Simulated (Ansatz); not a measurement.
TaN: equation of state with PBE

The system is TaN.

```
Ta N
1.0
     0.00000    2.21132    2.21132
     2.21132    0.00000    2.21132
     2.21132    2.21132    0.00000
Ta N
1 1
Cartesian
  2.2113 2.2113 2.2113
  0.0000 0.0000 0.0000
```

The cell comes from a database or a generator and needn't be the stable form of this composition.

```json
{"Program": "Ansatz 0.2.0", "Task": "equation of state", "Functional": "PBE", "Potentials or basis": "Ansatz PAW", "Cutoff": "420 eV", "Density cutoff": "1680 eV", "k mesh": "10 × 10 × 10", "Occupations": "fermi-dirac, width 0.05 eV", "Spin": "no spin polarisation"}
```

* Equilibrium volume: 10.77 Å³/atom
* Bulk modulus: 330 GPa
* Pressure derivative of the bulk modulus: 4.5

Energy against volume, from the lowest point:
```tsv
volume (Å³/atom)	energy (meV/atom)
10.164	38.63
10.381	15.26
10.597	2.76
10.813	0.00
11.030	6.07
11.246	19.93
11.462	40.81
```

All runs of the series together: 6.9 s on 2 threads of Arm Neoverse V1 (shared host).

Spin-orbit coupling is left out, which matters for the levels of Ta.
